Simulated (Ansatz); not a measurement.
Elastic constants of VH₂ at 10 GPa (stress–strain coefficients): input and output

The calculation used DFT PBEsol, scalar-relativistic, plane waves, PAW in Ansatz.

Launched with:
```bash
ansatz run input.yaml --threads 1 --pin off --max-ram 3072MiB --backend cpu --events-out ev --progress --plain --runs-dir out
```

Input (bare energies are in eV):
```yaml
crystal:
  lattice:
    - [0.0, 2.0509219156, 2.0509219156]
    - [2.0509219156, 0.0, 2.0509219156]
    - [2.0509219156, 2.0509219156, 0.0]
  atoms:
    - { symbol: V, position: [0.0, 0.0, 0.0] }
    - { symbol: H, position: [0.25, 0.25, 0.25] }
    - { symbol: H, position: [0.75, 0.75, 0.75] }
basis:
  ecutwfc: 420
kpoints:
  mp_grid: { grid: [18, 18, 18] }
hamiltonian:
  xc: pbesol
scf:
  occupations: { method: fermi_dirac, width: 0.15 }
output:
  forces: true
  stress: true
  eigenvalues: true
elastic:
  mode: relaxed_ion
  amplitude: 0.005
  stencil: two_point
```

From the output:
```
--- Elastic constants: 2 strain directions × 2 members + reference (group order 48) ---
  dense FFT box of the reference and of every strained cell: 20×20×20
  strains applied: 11, 23; error gains: componentwise 1.00 (the most a stress slope's error grows in a printed constant), spectral 1.73 (1 for all six strains in a standard setting)
  C = ∂σ_k/∂η_j (tension-positive GPa; Voigt order 11 22 33 23 13 12):
       343.878    167.196    167.196      0.000      0.000     -0.000
       167.196    343.878    167.196     -0.000      0.000      0.000
       167.196    167.196    343.878     -0.000     -0.000      0.000
         0.000     -0.000     -0.000    104.318      0.000     -0.000
        -0.000      0.000     -0.000     -0.000    104.318      0.000
         0.000     -0.000      0.000     -0.000     -0.000    104.318
  reference stress σ⁰ (GPa):    -10.000    -10.000    -10.000      0.000      0.000     -0.000
  C* (energy form; C + prestress term) asymmetry max|C*_kj − C*_jk| = 2.842e-14 GPa — a small one proves nothing (zero by symmetry where the batch's group is 432, −43m or m−3m); a large one is finite-difference/SCF noise where every solve ...
  moduli (Voigt/Reuss/Hill, GPa): K = 226.09/226.09/226.09   G = 97.93/97.28/97.60   E = 255.98   ν = 0.311
  mechanically stable: yes (min eigenvalue of sym C = 104.32 GPa)
  strain η (Voigt 11):  stress-route row diagonal C_11 = 343.88 GPa, energy-path curvature d²(F+E_count+ΔE)/dδ²/Ω₀ = 343.78 GPa
         δ    σ_11 (GPa) F (eV) n_scf n_hpsi n_pw
    -5.000e-3     -11.7355       -2917.4635837       6   92699    347   relax 0 steps, max|allowed force component| 3.47e-18 eV/Å
     5.000e-3      -8.2967       -2917.4743533       5   77575    347   relax 0 steps, max|allowed force component| 3.47e-18 eV/Å
  strain η (Voigt 23):  stress-route row diagonal C_44 = 104.32 GPa, energy-path curvature d²(F+E_count+ΔE)/dδ²/Ω₀ = 109.26 GPa
         δ    σ_23 (GPa) F (eV) n_scf n_hpsi n_pw
    -5.000e-3      -0.5216       -2917.4692894      11  195786    347   relax 3 steps, max|allowed force component| 1.31e-7 eV/Å
     5.000e-3       0.5216       -2917.4692894      11  195937    347   relax 2 steps, max|allowed force component| 3.29e-7 eV/Å
```

Time: 87 s on 1 thread of Arm Neoverse V1, on a shared host, peak memory 0.48 GiB.

In a metal, frequencies and elastic constants depend on the k mesh and the smearing, soft modes and shear constants most. Other phases may be more stable at this pressure.